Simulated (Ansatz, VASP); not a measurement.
One calculation of CdTe, two programs

The input INCAR:

```
SYSTEM = CdTe
PREC     = Accurate       ! precision mode
ENCUT    = 520            ! plane-wave cutoff, eV
EDIFF    = 1E-6           ! SCF threshold, eV
ISMEAR   = -1             ! smearing method
SIGMA    = 0.05           ! smearing width, eV
LREAL    = .FALSE.        ! projectors in reciprocal space
LASPH    = .TRUE.         ! aspherical terms in the spheres
NELM     = 60             ! most SCF steps
ALGO     = Normal         ! electronic algorithm
ISIF     = 2              ! what is computed and relaxed
LWAVE    = .FALSE.        ! write WAVECAR
LCHARG   = .FALSE.        ! write CHGCAR
GGA      = PS             ! functional
NBANDS   = 16             ! bands
```

KPOINTS

```
Automatic mesh
0
G
  6 6 6
  0 0 0
```

POSCAR

```
CdTe
1.0
    0.0000000000      3.2050000000      3.2050000000
    3.2050000000      0.0000000000      3.2050000000
    3.2050000000      3.2050000000      0.0000000000
Te Cd
1 1
Direct
    0.7500000000      0.7500000000      0.7500000000
    0.0000000000      0.0000000000      0.0000000000
```

File input.yaml:

```yaml
crystal:
  lattice:
    - [0.0, 3.205, 3.205]
    - [3.205, 0.0, 3.205]
    - [3.205, 3.205, 0.0]
  atoms:
    - { symbol: Te, position: [0.75, 0.75, 0.75] }
    - { symbol: Cd, position: [0.0, 0.0, 0.0] }
kpoints:
  mp_grid: { grid: [6, 6, 6] }
scf:
  occupations: { method: fermi_dirac, width: 0.05 }
hamiltonian:
  xc: pbesol
  pseudopotentials: { kind: all_electron, datasets: crystal }
output:
  forces: true
  stress: true
  eigenvalues: true
  elf: true
  volumetric_format: npy
```

Alike in both runs: task single point; functional PBEsol; k mesh 6 × 6 × 6; occupations fermi-dirac, width 0.05 eV; no spin polarisation.

|  | VASP | Ansatz |
| --- | --- | --- |
| version | VASP 6.6.1 | Ansatz 0.2.0 |
| potentials or method | VASP PAW PBE potentials, release 64 (Te, Cd) | all-electron PAW datasets made for the crystal |
| plane-wave cutoff (eV) | 520 | see its input |

```tsv
	VASP	Ansatz	Ansatz less VASP
gap on the k mesh at the Fermi level (eV)	0.76	0.76	-0.003
least direct gap on the mesh (eV)	0.76	0.76	-0.003
pressure (GPa)	1.9	1.7	-0.17
```

Ansatz ran all-electron here, so the differences hold the error of VASP's frozen core and of both bases.

Caveats: spin-orbit coupling is left out, which moves the levels of the heavy elements; the PAW data sets were made with another functional, which shifts forces and pressure a little (VASP). Expect the measured gap to be larger: semilocal functionals such as PBEsol lack the derivative discontinuity.
